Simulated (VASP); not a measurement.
# Ge8H (a cell with a defect) (Germanium) in VASP: notebook

Runs on Ge8H (a cell with a defect) (Germanium). Level: PBE. Tasks: single point.

Everything below comes from runs of VASP 6.6.1. Logs are shortened: lines on timing, memory, paths and dates and some standing lists are left out, and cuts for length are marked.

### 1 The crystal as given

The cell holds a defect, 9 atoms: a = 8.001 Å, b = 8.001 Å, c = 4.001 Å, α = 60.00°, β = 60.00°, γ = 60.00°.

### 2 Single point, PBE

INCAR

```
SYSTEM = Ge8H
PREC = Accurate
ENCUT = 520
EDIFF = 1E-7
ISMEAR = 0
SIGMA = 0.05
LREAL = .False.
LASPH = .True.
NELM = 100
ALGO = Fast
ISIF = 2
LWAVE = .False.
LCHARG = .False.
GGA = PE
NBANDS = 66
```

KPOINTS

```
Automatic mesh
0
Gamma
  4 4 4
  0 0 0
```

POSCAR

```
Ge8H
1.0
    0.0000000000      5.6578200000      5.6578200000
    5.6578200000      0.0000000000      5.6578200000
    2.8289100000      2.8289100000      0.0000000000
Ge H
8 1
Direct
    0.0000000000      0.0000000000      0.0000000000
    0.1250000000      0.1250000000      0.2500000000
    0.0000000000      0.5000000000      0.0000000000
    0.1250000000      0.6250000000      0.2500000000
    0.5000000000      0.0000000000      0.0000000000
    0.6250000000      0.1250000000      0.2500000000
    0.5000000000      0.5000000000      0.0000000000
    0.6250000000      0.6250000000      0.2500000000
    0.0625139188      0.3124981883      0.6249878929
```

Potentials or basis: VASP PAW PBE potentials, release 64 (Ge_d, H).

On the command line:

```
$ cat potpaw_PBE.64/Ge_d/POTCAR potpaw_PBE.64/H/POTCAR > POTCAR
$ mpirun -np 1 vasp_std > vasp.out
```

OUTCAR:

```text
SYSTEM = Ge8H
   PREC = Accurate
   ENCUT = 520
   EDIFF = 1E-7
   ISMEAR = 0
   LREAL = .False.
   LASPH = .True.
   NELM = 100
   ISIF = 2
   GGA = PE

 ion  position               nearest neighbor table
   1  0.000  0.000  0.000-   2 2.45   4 2.45   6 2.45   2 2.45
   2  0.125  0.125  0.250-   1 2.45   1 2.45   3 2.45   5 2.45
   3  0.000  0.500  0.000-   2 2.45   4 2.45   8 2.45   4 2.45
   4  0.125  0.625  0.250-   3 2.45   1 2.45   3 2.45   7 2.45
   5  0.500  0.000  0.000-   2 2.45   6 2.45   8 2.45   6 2.45
   6  0.625  0.125  0.250-   5 2.45   1 2.45   5 2.45   7 2.45
   7  0.500  0.500  0.000-   4 2.45   6 2.45   8 2.45   8 2.45
   8  0.625  0.625  0.250-   7 2.45   3 2.45   5 2.45   7 2.45
   9  0.063  0.312  0.625-

  LATTYP: Found a base centered orthorhombic cell.
 ALAT       =     8.0013657775
 B/A-ratio  =     1.4142135624
 C/A-ratio  =     0.5000000000

  Lattice vectors:

 A1 = (  -2.8289100000,   2.8289100000,  -5.6578200000)
 A2 = (  -2.8289100000,   2.8289100000,   5.6578200000)
 A3 = (   2.8289100000,   2.8289100000,   0.0000000000)

Analysis of symmetry for initial positions (statically):
=====================================================================
 Subroutine PRICEL returns:
 Original cell was already a primitive cell.

 Routine SETGRP: Setting up the symmetry group for a
 base centered orthorhombic supercell.

 Subroutine GETGRP returns: Found  2 space group operations
 (whereof  2 operations were pure point group operations)
 out of a pool of  8 trial point group operations.

The static configuration has the point symmetry C_1h.

Analysis of symmetry for dynamics (positions and initial velocities):
=====================================================================
 Subroutine PRICEL returns:
 Original cell was already a primitive cell.

 Routine SETGRP: Setting up the symmetry group for a
 base centered orthorhombic supercell.

 Subroutine GETGRP returns: Found  2 space group operations
 (whereof  2 operations were pure point group operations)
 out of a pool of  8 trial point group operations.

The dynamic configuration has the point symmetry C_1h.

 Subroutine INISYM returns: Found  2 space group operations
 (whereof  2 operations are pure point group operations),
 and found     1 'primitive' translations

----------------------------------------------------------------------------------------

                                     Primitive cell

  volume of cell :     181.1121

  direct lattice vectors                    reciprocal lattice vectors
     0.000000000  5.657820000  5.657820000    -0.088373260  0.088373260  0.088373260
     5.657820000  0.000000000  5.657820000     0.088373260 -0.088373260  0.088373260
     2.828910000  2.828910000  0.000000000     0.176746521  0.176746521 -0.176746521

  length of vectors
     8.001365777  8.001365777  4.000682889     0.153066977  0.153066977  0.306133954

  position of ions in fractional coordinates (direct lattice)
     0.000000000  0.000000000  0.000000000
     0.125000000  0.125000000  0.250000000
     0.000000000  0.500000000  0.000000000
     0.125000000  0.625000000  0.250000000
     0.500000000  0.000000000  0.000000000
     0.625000000  0.125000000  0.250000000
     0.500000000  0.500000000  0.000000000
     0.625000000  0.625000000  0.250000000
     0.062513919  0.312498188  0.624987893

  ion indices of the primitive-cell ions
   primitive index   ion index
                 1           1
                 2           2
                 3           3
                 4           4
                 5           5
                 6           6
                 7           7
                 8           8
                 9           9

----------------------------------------------------------------------------------------

 KPOINTS: Automatic mesh

Automatic generation of k-mesh.
 Grid dimensions read from file:
 generate k-points for:    4    4    4

 Generating k-lattice:

  Cartesian coordinates                     Fractional coordinates (reciprocal lattice)
    -0.022093315  0.022093315  0.022093315     0.250000000  0.000000000  0.000000000
     0.022093315 -0.022093315  0.022093315     0.000000000  0.250000000  0.000000000
     0.044186630  0.044186630 -0.044186630     0.000000000  0.000000000  0.250000000

  Length of vectors
     0.038266744  0.038266744  0.076533488

  Shift w.r.t. Gamma in fractional coordinates (k-lattice)
     0.000000000  0.000000000  0.000000000

 Subroutine IBZKPT returns following result:
 ===========================================

 Found     30 irreducible k-points:

 Following reciprocal coordinates:
            Coordinates               Weight
  0.000000  0.000000  0.000000      1.000000
  0.250000  0.000000  0.000000      2.000000
  0.000000 -0.250000  0.000000      2.000000
  0.500000  0.000000  0.000000      1.000000
  0.000000  0.500000  0.000000      1.000000
  0.250000  0.250000  0.000000      2.000000
[... 16 lines left out ...]
  0.000000 -0.250000  0.500000      2.000000
  0.500000  0.000000  0.500000      1.000000
 [... further k-points ...]
   k-points           NKPTS =     30   k-points in BZ     NKDIM =     30   number of bands    NBANDS=     66
   number of dos      NEDOS =    301   number of ions     NIONS =      9
   total plane-waves  NPLWV = 108000
   dimension x,y,z NGX =    60 NGY =   60 NGZ =   30
   dimension x,y,z NGXF=   120 NGYF=  120 NGZF=   60
   ions per type =               8   1
   NGX,Y,Z   is equivalent  to a cutoff of  12.47, 12.47, 12.47 a.u.
   NGXF,Y,Z  is equivalent  to a cutoff of  24.93, 24.93, 24.93 a.u.
 SYSTEM =  Ge8H
   PREC   = accura    normal or accurate (medium, high low for compatibility)
   ISTART =      0    job   : 0-new  1-cont  2-samecut
   ICHARG =      2    charge: 1-file 2-atom 10-const
   ISPIN  =      1    spin polarized calculation?
   LNONCOLLINEAR =      F non collinear calculations
   LSORBIT =      F    spin-orbit coupling
   LASPH  =      T    aspherical Exc in radial PAW
   ENCUT  =  520.0 eV  38.22 Ry    6.18 a.u.  14.88 14.88  7.44*2*pi/ulx,y,z
   NELM   =    100;   NELMIN=  2; NELMDL= -5     # of ELM steps
   EDIFF  = 0.1E-06   stopping-criterion for ELM
   LREAL  =      F    real-space projection
   EDIFFG = 0.1E-05   stopping-criterion for IOM
   NSW    =      0    number of steps for IOM
   IBRION =     -1    ionic relax: 0-MD 1-quasi-New 2-CG
   NFREE  =      0    steps in history (QN), initial steepest desc. (CG)
   ISIF   =      2    stress and relaxation
   ISYM   =      2    0-nonsym 1-usesym 2-fastsym
   POTIM  = 0.5000    time-step for ionic-motion
   TEBEG  =    0.0;   TEEND  =   0.0 temperature during run
   PSTRESS=    0.0 pullay stress
   NELECT =     113.0000    total number of electrons
   NUPDOWN=      -1.0000    fix difference up-down
   EMIN   =  10.00;   EMAX   =-10.00  energy-range for DOS
   EFERMI =   0.00;   METHOD = LEGACY
   ISMEAR =     0;   SIGMA  =   0.05  broadening in eV -4-tet -1-fermi 0-gaus
   EFERMI_NEDOS =   21; number of points for ismear=-14 and -15
   IALGO  =     68    algorithm
   IMIX   =      4    mixing-type and parameters
     AMIX     =   0.40;   BMIX     =  1.00
     AMIX_MAG =   1.60;   BMIX_MAG =  1.00
  volume/ion in A,a.u.               =      20.12       135.80
  Fermi-wavevector in a.u.,A,eV,Ry     =   1.398895  2.643529 26.625347  1.956908
  Thomas-Fermi vector in A             =   2.522008
   LORBIT       =      0    0 simple, 1 ext, 2 COOP (PROOUT), +10 PAW based schemes
   GGA     = PE    functional components
   LHFCALC =     F    Hartree Fock is set to
   AEXX    =    0.0000 exact exchange contribution
   IVDW    =     0    specifies the selected vdW correction
   LEPSILON=     F    determine dielectric tensor
   LRPA    =     F    only Hartree local field effects (RPA)
 non-spin polarized calculation
 RMM-DIIS sequential band-by-band and
 Gauss-broadening in eV      SIGMA  =   0.05
  energy-cutoff  :      520.00
  volume of cell :      181.11
 maximum number of plane-waves:      4920
   NGX = 29   NGY = 29   NGZ = 15

 number of electron     113.0000088 magnetization

 Free energy of the ion-electron system (eV)
  ---------------------------------------------------
  ext. energy  EPLUGINS =         0.00000000
  ---------------------------------------------------
  free energy    TOTEN  =       -37.48146094 eV

  energy without entropy =      -37.47778029  energy(sigma->0) =      -37.47962061

 E-fermi :   5.0330     XC(G=0): -10.0484

 val. band max:        5.0215769272   @ k =   0.2500   0.2500   0.5000
 cond. band min:       5.0334130256   @ k =   0.0000   0.0000   0.0000
 fundamental gap:      0.0118360984
 Fermi energy:         5.0329945636

 k-point     1 :       0.0000    0.0000    0.0000
  band No.  band energies     occupation
      1     -19.8093      2.00000
      2     -19.8077      2.00000
      3     -19.7957      2.00000
      4     -19.7949      2.00000
      5     -19.7931      2.00000
      6     -19.7793      2.00000
[... 58 lines left out ...]
     65       7.6526      0.00000
     66       8.6556      0.00000

 k-point     2 :       0.2500    0.0000    0.0000
  band No.  band energies     occupation
      1     -19.8144      2.00000
      2     -19.8079      2.00000
      3     -19.8042      2.00000
      4     -19.7964      2.00000
      5     -19.7948      2.00000
      6     -19.7805      2.00000
[... 58 lines left out ...]
     65       8.5466      0.00000
     66       8.6948      0.00000

 k-point     3 :       0.0000   -0.2500    0.0000
  band No.  band energies     occupation
      1     -19.8155      2.00000
      2     -19.8074      2.00000
      3     -19.8068      2.00000
      4     -19.7980      2.00000
      5     -19.7895      2.00000
      6     -19.7781      2.00000
[... 1438 lines left out ...]
     65       9.0626      0.00000
     66       9.5177      0.00000

 k-point    24 :       0.5000    0.0000    0.5000
  band No.  band energies     occupation
      1     -19.8207      2.00000
      2     -19.8162      2.00000
      3     -19.8106      2.00000
      4     -19.8092      2.00000
      5     -19.8054      2.00000
      6     -19.8028      2.00000
[... 58 lines left out ...]
     65      10.3609      0.00000
     66      10.4609      0.00000

 [... further k-points ...]

------------------------ aborting loop because EDIFF is reached ----------------------------------------

  FORCE on cell =-STRESS in cart. coord.  units (eV):
  Direction    XX          YY          ZZ          XY          YZ          ZX
  --------------------------------------------------------------------------------------
  -------------------------------------------------------------------------------------
  Total        5.9840593      5.9840593      3.5923380      1.7965058      0.1443929     -0.1443928
  in kB       52.9369718     52.9369718     31.7790122     15.8924852      1.2773472     -1.2773462
  external PRESSURE =      45.8843186 kB  Pullay stress =       0.0000000 kB

 VOLUME and BASIS-vectors are now :
 -----------------------------------------------------------------------------
  energy-cutoff  :      520.00
  volume of cell :      181.11
      direct lattice vectors                 reciprocal lattice vectors
     0.000000000  5.657820000  5.657820000    -0.088373260  0.088373260  0.088373260
     5.657820000  0.000000000  5.657820000     0.088373260 -0.088373260  0.088373260
     2.828910000  2.828910000  0.000000000     0.176746521  0.176746521 -0.176746521

 POSITION                                       TOTAL-FORCE (eV/Angst)
 -----------------------------------------------------------------------------------
      0.00000      0.00000      0.00000         0.130865     -0.130865      0.101263
      1.41446      1.41446      1.41446         0.087974     -0.087974     -0.020284
      2.82891      0.00000      2.82891        -0.087980      0.087980      0.020351
      4.24336      1.41446      4.24336        -0.130899      0.130899     -0.101288
      0.00000      2.82891      2.82891        -0.056043      0.056043      0.127621
      1.41446      4.24336      4.24336         0.053005     -0.053005      0.002722
      2.82891      2.82891      5.65782        -0.052994      0.052994     -0.002740
      4.24336      4.24336      7.07228         0.056058     -0.056058     -0.127623
      3.53609      2.12173      2.12175         0.000015     -0.000015     -0.000024
 -----------------------------------------------------------------------------------
    total drift:                               -0.000008      0.000008      0.000005

  FREE ENERGIE OF THE ION-ELECTRON SYSTEM (eV)
  ---------------------------------------------------
  free  energy   TOTEN  =       -37.4814609414 eV

  energy  without entropy=      -37.4777802860  energy(sigma->0) =      -37.47962061
```

Wall time 5.9 min (1 thread of AMD EPYC 9R45 (Zen 5), shared host); peak memory 0.42 GiB.

Results:

```yaml
Free_energy: -37.4815 eV
Pressure: 4.6 GPa
Largest_force: 0.211 eV/Å
Band_gap_on_the_k_mesh: none (metal or under the smearing width)
```

Forces on the atoms (eV/Å):
```
Ge   0.131 -0.131  0.101
Ge   0.088 -0.088 -0.020
Ge  -0.088  0.088  0.020
Ge  -0.131  0.131 -0.101
Ge  -0.056  0.056  0.128
Ge   0.053 -0.053  0.003
Ge  -0.053  0.053 -0.003
Ge   0.056 -0.056 -0.128
H    0.000  0.000  0.000
```

Stress tensor (GPa, compression positive):
```
 5.29  1.59 -0.13
 1.59  5.29  0.13
-0.13  0.13  3.18
```

Caveat: the k mesh is coarse (spacing up to 0.48 Å⁻¹), so the values aren't converged.

(Part 1 of 2 ends here.)
